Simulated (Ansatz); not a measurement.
**Ge: experiment and calculation**

**The experiment to reproduce.**

From “Highly heterogeneous epitaxy of flexoelectric BaTiO3-δ membrane on Ge”, 2022, pmc:9151678, for a bulk crystal of Ge: lattice constant a 5.658 Å.

From “Sub-monolayer structures of Ag overlayers on Ge(111): experimental observations and first-principles study”, 2019, arxiv:1908.00180, for a bulk crystal of Ge: bulk modulus 75.8 GPa.

The runs below are set against these values where they give the same quantity.

Computed with DFT PBE, scalar-relativistic, plane waves, PAW (Ansatz 0.2.0).

Settings: cutoff 420 eV, Γ-centred mesh 14×14×14 on the computed 2-atom cell, Gaussian smearing of 0.10 eV; no spin polarisation.

Relaxed structure, symmetry kept:

```cif
data_structure
_symmetry_space_group_name_H-M 'P 1'
_symmetry_Int_Tables_number 1
_cell_length_a 4.0737
_cell_length_b 4.0737
_cell_length_c 4.0737
_cell_angle_alpha 60.000
_cell_angle_beta 60.000
_cell_angle_gamma 60.000
_cell_volume 47.80
loop_
_atom_site_label
_atom_site_type_symbol
_atom_site_fract_x
_atom_site_fract_y
_atom_site_fract_z
_atom_site_occupancy
Ge1 Ge 0.00000 0.00000 0.00000 1
Ge2 Ge 0.25000 0.25000 0.25000 1
```

* Space group: Fd-3m (No. 227)
* Volume per atom: 23.90 Å³
* Formation energy from the elements' standard states (uncorrected): -0.003 eV/atom
* Kohn–Sham band gap: zero, with almost no states at the Fermi level
* Density of states at the Fermi level: 0.00 states/eV per cell (so small that it hangs on the mesh: a semimetal, or crossings between mesh points)
* Löwdin character within 0.5 eV of the Fermi level: Ge 4p 78 %, Ge 4s 20 %
* Bulk modulus: 59 GPa
* Its pressure derivative: 4.9
* Bader charges (e): Ge (2 in the cell) 0.00

Against the measured lattice constant a of Ge, 5.658 Å (quoted in the paper above), the calculated 5.761 Å is off by +1.8 %. 2 values of this kind are on record in papers (5.6578 to 5.658 Å); this one was drawn at random among those near their median. The calculation is for 0 K without zero-point motion. Against the measured bulk modulus of Ge, 75.8 GPa (quoted in the paper above), the calculated 59 GPa is off by -22.5 %.